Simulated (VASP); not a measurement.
Runs of VASP 6.6.1 on MgS. Symmetry: P6_3mc, No. 186, hexagonal system. The conventional cell has a = 4.035 Å, b = 4.035 Å, c = 6.432 Å, α = 90.00°, β = 90.00°, γ = 120.00°. S (site symmetry 3m) is surrounded by 4 Mg at 2.45 to 2.47 Å. Around Mg (site symmetry 3m) lie 4 S at 2.45 to 2.47 Å. The cell comes from a database or a generator and needn't be the stable form of this composition.

```csv
screening parameter,gap on the mesh (eV),pressure (GPa),largest force (eV/Å)
0.4,4.10,(c),0.05
0.3,4.28,(a),0.05
0.2,4.51,-0.1,0.05
0.1,4.83,-0.2,0.05
0.6,(b),0.3,0.05
0.15,4.65,-0.2,0.05
```

Alike in all rows: task single point; level HSE(alpha, omega); potentials or basis VASP PAW PBE potentials, release 64 (S, Mg); no spin polarisation; cell as given; k mesh 4 × 4 × 2; cutoff (eV) 520; smearing fermi-dirac 0.05 eV; the mesh is coarse, so values aren't converged.

Q: Estimate the missing entries.

A: (a) 0.0; (b) 3.85; (c) 0.1.

Caveats: all runs use coarse meshes; the PAW data sets were made with another functional, which shifts forces and pressure a little.

